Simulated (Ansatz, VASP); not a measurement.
# TaN: VASP beside Ansatz

```xyz
4
Lattice="3.1338 0.0000 0.0000 -1.5669 2.7140 0.0000 0.0000 0.0000 6.0892" Properties=species:S:1:pos:R:3 pbc="T T T"
Ta    0.0000    1.8093    0.1910
Ta    1.5669    0.9047    3.2356
N     0.0000    1.8093    2.1533
N     1.5669    0.9047    5.1979
```

Alike in both runs: functional r2SCAN; k mesh 12 × 12 × 6; occupations gaussian, width 0.01 eV; no spin polarisation.

Ansatz relaxed the structure, and its values are those at the end. VASP's run is a single point on that final structure, the one shown.

```csv
,VASP,Ansatz
version,VASP 6.6.1,Ansatz 0.2.0
potentials or method,"VASP PAW PBE potentials, release 64 (Ta_pv, N)","scalar-relativistic, plane waves, PAW"
plane-wave cutoff (eV),520,500
valence electrons in the cell,32,36
```

Ansatz gave:

```
gap on the k mesh at the Fermi level (eV) : none
pressure (GPa)                            : 0.0
rms of the force components (eV/Å)        : 0.003
```

Q: What did VASP give for the same quantities?

A: gap on the k mesh at the Fermi level (eV): none; pressure (GPa): 1.2; rms of the force components (eV/Å): 0.023.

A gap of «none» marks a metal or a gap that the smearing closes. The two sets of potentials don't hold the same shells in valence.

Caveats: the PAW data sets were made with another functional, which shifts forces and pressure a little (VASP). The runs have no spin-orbit coupling, so splittings on Ta are missing.
